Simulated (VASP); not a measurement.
# WS2 in VASP: further runs

One slab, WS2, is run at these levels: PBE+D3(BJ); tasks: single point.

Everything below comes from runs of VASP 6.6.1. Logs are shortened: lines on timing, memory, paths and dates and some standing lists are left out, and cuts for length are marked.

## Step 1: The structure

The cell holds a slab with vacuum, 3 atoms: a = 3.160 Å, b = 3.160 Å, c = 32.304 Å, α = 90.00°, β = 90.00°, γ = 120.00°.

## Step 2: Single point, PBE+D3(BJ)

The input, INCAR:

```
SYSTEM = WS2
ALGO = Normal
DIPOL = 0.5 0.5 0.500
EDIFF = 1E-6
ENCUT = 520
GGA = PE
IDIPOL = 3
ISIF = 2
ISMEAR = 0
IVDW = 12
LASPH = .TRUE.
LCHARG = .FALSE.
LDIPOL = .TRUE.
LREAL = .FALSE.
LWAVE = .FALSE.
NBANDS = 20
NELM = 100
PREC = Accurate
SIGMA = 0.02
```

The input, KPOINTS:

```
k-points
0
G
  12 12 1
  0 0 0
```

The input, POSCAR:

```
WS2
1.0
    3.1597167005      0.0000000000      0.0000000000
   -1.5798583503      2.7363949314      0.0000000000
    0.0000000000      0.0000000000     32.3040145634
S W
2 1
Direct
    0.6666666667      0.3333333333      0.4512133813
    0.6666666667      0.3333333333      0.5487866187
    0.3333333333      0.6666666667      0.5000000000
```

Potentials or basis: VASP PAW PBE potentials, release 64 (S, W_sv).

On the command line:

```console
> cat potpaw_PBE.64/S/POTCAR potpaw_PBE.64/W_sv/POTCAR > POTCAR
> mpirun -np 1 vasp_std > vasp.out
```

OUTCAR:

```text
SYSTEM = WS2
   EDIFF = 1E-6
   ENCUT = 520
   GGA = PE
   ISIF = 2
   ISMEAR = 0
   IVDW = 12
   LASPH = .TRUE.
   LREAL = .FALSE.
   NELM = 100
   PREC = Accurate
 IVDW          = 12

 ion  position               nearest neighbor table
   1  0.667  0.333  0.451-   3 2.41   3 2.41   3 2.41
   2  0.667  0.333  0.549-   3 2.41   3 2.41   3 2.41
   3  0.333  0.667  0.500-   1 2.41   2 2.41   1 2.41   2 2.41   1 2.41   2 2.41

  LATTYP: Found a hexagonal cell.
 ALAT       =     3.1597167005
 C/A-ratio  =    10.2237059918

  Lattice vectors:

 A1 = (   3.1597167005,   0.0000000000,   0.0000000000)
 A2 = (  -1.5798583503,   2.7363949314,   0.0000000000)
 A3 = (   0.0000000000,   0.0000000000,  32.3040145634)

Analysis of symmetry for initial positions (statically):
=====================================================================
 Subroutine PRICEL returns:
 Original cell was already a primitive cell.

 Routine SETGRP: Setting up the symmetry group for a
 hexagonal supercell.

 Subroutine GETGRP returns: Found 12 space group operations
 (whereof 12 operations were pure point group operations)
 out of a pool of 24 trial point group operations.

The static configuration has the point symmetry D_3h.

Analysis of symmetry for dynamics (positions and initial velocities):
=====================================================================
 Subroutine PRICEL returns:
 Original cell was already a primitive cell.

 Routine SETGRP: Setting up the symmetry group for a
 hexagonal supercell.

 Subroutine GETGRP returns: Found 12 space group operations
 (whereof 12 operations were pure point group operations)
 out of a pool of 24 trial point group operations.

The dynamic configuration has the point symmetry D_3h.

 Subroutine INISYM returns: Found 12 space group operations
 (whereof 12 operations are pure point group operations),
 and found     1 'primitive' translations

----------------------------------------------------------------------------------------

                                     Primitive cell

  volume of cell :     279.3080

  direct lattice vectors                    reciprocal lattice vectors
     3.159716701  0.000000000  0.000000000     0.316484070  0.182722163  0.000000000
    -1.579858350  2.736394931  0.000000000     0.000000000  0.365444325  0.000000000
     0.000000000  0.000000000 32.304014563     0.000000000  0.000000000  0.030955905

  length of vectors
     3.159716701  3.159716701 32.304014563     0.365444326  0.365444325  0.030955905

  position of ions in fractional coordinates (direct lattice)
     0.666666667  0.333333333  0.451213381
     0.666666667  0.333333333  0.548786619
     0.333333333  0.666666667  0.500000000

  ion indices of the primitive-cell ions
   primitive index   ion index
                 1           1
                 2           2
                 3           3

----------------------------------------------------------------------------------------

 KPOINTS: k-points

Automatic generation of k-mesh.
 Grid dimensions read from file:
 generate k-points for:   12   12    1

 Generating k-lattice:

  Cartesian coordinates                     Fractional coordinates (reciprocal lattice)
     0.026373672  0.015226847  0.000000000     0.083333333 -0.000000000  0.000000000
     0.000000000  0.030453694  0.000000000     0.000000000  0.083333333  0.000000000
     0.000000000  0.000000000  0.030955905     0.000000000  0.000000000  1.000000000

  Length of vectors
     0.030453694  0.030453694  0.030955905

  Shift w.r.t. Gamma in fractional coordinates (k-lattice)
     0.000000000  0.000000000  0.000000000

 Subroutine IBZKPT returns following result:
 ===========================================

 Found     19 irreducible k-points:

 Following reciprocal coordinates:
            Coordinates               Weight
  0.000000  0.000000  0.000000      1.000000
  0.083333  0.000000  0.000000      6.000000
  0.166667 -0.000000  0.000000      6.000000
  0.250000  0.000000  0.000000      6.000000
  0.333333 -0.000000  0.000000      6.000000
  0.416667  0.000000  0.000000      6.000000
[... 11 lines left out ...]
  0.333333  0.250000  0.000000     12.000000
  0.333333  0.333333  0.000000      2.000000
   k-points           NKPTS =     19   k-points in BZ     NKDIM =     19   number of bands    NBANDS=     20
   number of dos      NEDOS =    301   number of ions     NIONS =      3
   total plane-waves  NPLWV = 138240
   dimension x,y,z NGX =    24 NGY =   24 NGZ =  240
   dimension x,y,z NGXF=    48 NGYF=   48 NGZF=  480
   ions per type =               2   1
   NGX,Y,Z   is equivalent  to a cutoff of  12.63, 12.63, 12.35 a.u.
   NGXF,Y,Z  is equivalent  to a cutoff of  25.25, 25.25, 24.70 a.u.
 SYSTEM =  WS2
   PREC   = accura    normal or accurate (medium, high low for compatibility)
   ISTART =      0    job   : 0-new  1-cont  2-samecut
   ICHARG =      2    charge: 1-file 2-atom 10-const
   ISPIN  =      1    spin polarized calculation?
   LNONCOLLINEAR =      F non collinear calculations
   LSORBIT =      F    spin-orbit coupling
   LASPH  =      T    aspherical Exc in radial PAW
   ENCUT  =  520.0 eV  38.22 Ry    6.18 a.u.   5.87  5.87 60.06*2*pi/ulx,y,z
   NELM   =    100;   NELMIN=  2; NELMDL= -5     # of ELM steps
   EDIFF  = 0.1E-05   stopping-criterion for ELM
   LREAL  =      F    real-space projection
   EDIFFG = 0.1E-04   stopping-criterion for IOM
   NSW    =      0    number of steps for IOM
   IBRION =     -1    ionic relax: 0-MD 1-quasi-New 2-CG
   NFREE  =      0    steps in history (QN), initial steepest desc. (CG)
   ISIF   =      2    stress and relaxation
   ISYM   =      2    0-nonsym 1-usesym 2-fastsym
   POTIM  = 0.5000    time-step for ionic-motion
   TEBEG  =    0.0;   TEEND  =   0.0 temperature during run
   PSTRESS=    0.0 pullay stress
   NELECT =      26.0000    total number of electrons
   NUPDOWN=      -1.0000    fix difference up-down
   EMIN   =  10.00;   EMAX   =-10.00  energy-range for DOS
   EFERMI =   0.00;   METHOD = LEGACY
   ISMEAR =     0;   SIGMA  =   0.02  broadening in eV -4-tet -1-fermi 0-gaus
   EFERMI_NEDOS =   21; number of points for ismear=-14 and -15
   IALGO  =     38    algorithm
   IMIX   =      4    mixing-type and parameters
     AMIX     =   0.40;   BMIX     =  1.00
     AMIX_MAG =   1.60;   BMIX_MAG =  1.00
  volume/ion in A,a.u.               =      93.10       628.29
  Fermi-wavevector in a.u.,A,eV,Ry     =   0.741945  1.402072  7.489759  0.550482
  Thomas-Fermi vector in A             =   1.836706
   LORBIT       =      0    0 simple, 1 ext, 2 COOP (PROOUT), +10 PAW based schemes
   GGA     = PE    functional components
   LHFCALC =     F    Hartree Fock is set to
   AEXX    =    0.0000 exact exchange contribution
   IVDW    =    12    specifies the selected vdW correction
   LEPSILON=     F    determine dielectric tensor
   LRPA    =     F    only Hartree local field effects (RPA)
 non-spin polarized calculation
 Gauss-broadening in eV      SIGMA  =   0.02
  energy-cutoff  :      520.00
  volume of cell :      279.31
 maximum number of plane-waves:      7560
 NGX is ok and might be reduce to    24
   NGX = 11   NGY = 11   NGZ =121

 dipolmoment           0.000000      0.000000      0.000000 electrons x Angstroem

 number of electron      26.0000000 magnetization

 dipolmoment           0.000000      0.000000     -0.000000 electrons x Angstroem

 Free energy of the ion-electron system (eV)
  ---------------------------------------------------
  ext. energy  EPLUGINS =         0.00000000
  ---------------------------------------------------
  free energy    TOTEN  =       -23.66552200 eV

  energy without entropy =      -23.66552200  energy(sigma->0) =      -23.66552200

 E-fermi :  -3.1383     XC(G=0):  -2.4365

 val. band max:       -3.2719090526   @ k =   0.3333   0.3333   0.0000
 cond. band min:      -1.3495775628   @ k =   0.3333   0.3333   0.0000
 fundamental gap:      1.9223314898
 Fermi energy:        -3.1383020846

 k-point     1 :       0.0000    0.0000    0.0000
  band No.  band energies     occupation
      1     -77.2800      2.00000
      2     -41.5310      2.00000
      3     -41.3576      2.00000
      4     -41.3576      2.00000
      5     -18.0938      2.00000
      6     -16.4698      2.00000
[... 12 lines left out ...]
     19       2.0169      0.00000
     20       2.3316      0.00000

 k-point     2 :       0.0833    0.0000    0.0000
  band No.  band energies     occupation
      1     -77.2787      2.00000
      2     -41.5266      2.00000
      3     -41.3821      2.00000
      4     -41.3633      2.00000
      5     -17.9764      2.00000
      6     -16.4257      2.00000
[... 12 lines left out ...]
     19       2.1576      0.00000
     20       2.5425      0.00000

 k-point     3 :       0.1667   -0.0000    0.0000
  band No.  band energies     occupation
      1     -77.2753      2.00000
      2     -41.5146      2.00000
      3     -41.4485      2.00000
      4     -41.3788      2.00000
      5     -17.6419      2.00000
      6     -16.3002      2.00000
[... 12 lines left out ...]
     19       2.5663      0.00000
     20       2.9791      0.00000

 k-point     4 :       0.2500    0.0000    0.0000
  band No.  band energies     occupation
      1     -77.2707      2.00000
      2     -41.5381      2.00000
      3     -41.4981      2.00000
      4     -41.3999      2.00000
      5     -17.1439      2.00000
      6     -16.1153      2.00000
[... 314 lines left out ...]
 k-point    18 :       0.3333    0.2500    0.0000
  band No.  band energies     occupation
      1     -77.2598      2.00000
      2     -41.6519      2.00000
      3     -41.5454      2.00000
      4     -41.4589      2.00000
      5     -15.6703      2.00000
      6     -15.5521      2.00000
[... 12 lines left out ...]
     19       4.5058      0.00000
     20       5.8547      0.00000

 k-point    19 :       0.3333    0.3333    0.0000
  band No.  band energies     occupation
      1     -77.2591      2.00000
      2     -41.6233      2.00000
      3     -41.5890      2.00000
      4     -41.4567      2.00000
      5     -15.5736      2.00000
      6     -15.5077      2.00000
[... 12 lines left out ...]
     19       3.8855      0.00000
     20       6.0643      0.00000

------------------------ aborting loop because EDIFF is reached ----------------------------------------

 vacuum level on the upper side and lower side of the slab       (xc-potential included)        -0.099        -0.099

 Edisp (eV)   -0.92959

 E8    (eV) :    -0.4183

  FORCE on cell =-STRESS in cart. coord.  units (eV):
  Direction    XX          YY          ZZ          XY          YZ          ZX
  --------------------------------------------------------------------------------------
  -------------------------------------------------------------------------------------
  Total      -0.01870    -0.01870    -0.01973     0.00000     0.00000     0.00000
  in kB      -0.10729    -0.10729    -0.11315     0.00000     0.00000     0.00000
  external pressure =       -0.11 kB  Pullay stress =        0.00 kB

 VOLUME and BASIS-vectors are now :
 -----------------------------------------------------------------------------
  energy-cutoff  :      520.00
  volume of cell :      279.31
      direct lattice vectors                 reciprocal lattice vectors
     3.159716701  0.000000000  0.000000000     0.316484070  0.182722163  0.000000000
    -1.579858350  2.736394931  0.000000000     0.000000000  0.365444325  0.000000000
     0.000000000  0.000000000 32.304014563     0.000000000  0.000000000  0.030955905

 POSITION                                       TOTAL-FORCE (eV/Angst)
 -----------------------------------------------------------------------------------
      1.57986      0.91213     14.57600         0.000000     -0.000000     -0.002689
      1.57986      0.91213     17.72801         0.000000      0.000000      0.002689
     -0.00000      1.82426     16.15201        -0.000000     -0.000000      0.000000
 -----------------------------------------------------------------------------------
    total drift:                               -0.000000      0.000000     -0.000000

  FREE ENERGIE OF THE ION-ELECTRON SYSTEM (eV)
  ---------------------------------------------------
  free  energy   TOTEN  =       -24.5951093207 eV

  energy  without entropy=      -24.5951093207  energy(sigma->0) =      -24.59510932

 vacuum level on the upper side and lower side of the slab         2.372         2.372
```

It took 64 s on 1 thread of Intel Xeon 6975P-C (Granite Rapids), shared host; peak memory 0.42 GiB.

Results:

```yaml
Free_energy: -24.5951 eV
Band_gap_on_the_k_mesh: 1.92 eV, direct
Dispersion_energy_per_atom: -0.310 eV
```

Forces in eV/Å, atoms in the order of the input:
```
S    0.000  0.000 -0.003
S    0.000  0.000  0.003
W    0.000  0.000  0.000
```

Caveat: spin-orbit coupling is left out, which moves the levels of the heavy elements.

## Step 3: Single point, PBE+D3(BJ)

The input, INCAR:

```
SYSTEM = WS2
ALGO = Fast
DIPOL = 0.5 0.5 0.500
EDIFF = 1E-6
ENCUT = 520
GGA = PE
IDIPOL = 3
ISIF = 2
ISMEAR = 0
IVDW = 12
LASPH = .True.
LCHARG = .False.
LDIPOL = .True.
LREAL = .False.
LWAVE = .False.
NBANDS = 20
NELM = 100
PREC = Accurate
SIGMA = 0.1
```

The input, KPOINTS:

```
k-points
0
Gamma
  6 6 1
  0 0 0
```

POSCAR is that of step 2.

Potentials or basis: VASP PAW PBE potentials, release 64 (S, W_sv).

On the command line:

```console
> cat potpaw_PBE.64/S/POTCAR potpaw_PBE.64/W_sv/POTCAR > POTCAR
> mpirun -np 1 vasp_std > vasp.out
```

Wall time 30 s (1 thread of Intel Xeon 6975P-C (Granite Rapids), shared host); peak memory 0.38 GiB.

Results (log left out):

```
Free energy                : -24.5924 eV
Largest force              : 0.006 eV/Å
Band gap on the k mesh     : 1.92 eV, direct
Dispersion energy per atom : -0.310 eV
```

Forces on the atoms (eV/Å):
```
S    0.000  0.000 -0.006
S    0.000  0.000  0.006
W    0.000  0.000  0.000
```

Levels at points of the mesh, in eV from the valence-band top:
| k point | band 11 | band 12 | band 13 | band 14 | band 15 | band 16 |
| --- | --- | --- | --- | --- | --- | --- |
| (0.00, 0.00, 0.00) | -1.57 | -1.57 | -0.14 | 2.93 | 2.93 | 3.07 |
| (0.50, 0.00, 0.00) | -2.22 | -1.22 | -0.96 | 2.95 | 3.37 | 4.06 |

Caveat: spin-orbit coupling is left out, which moves the levels of the heavy elements.
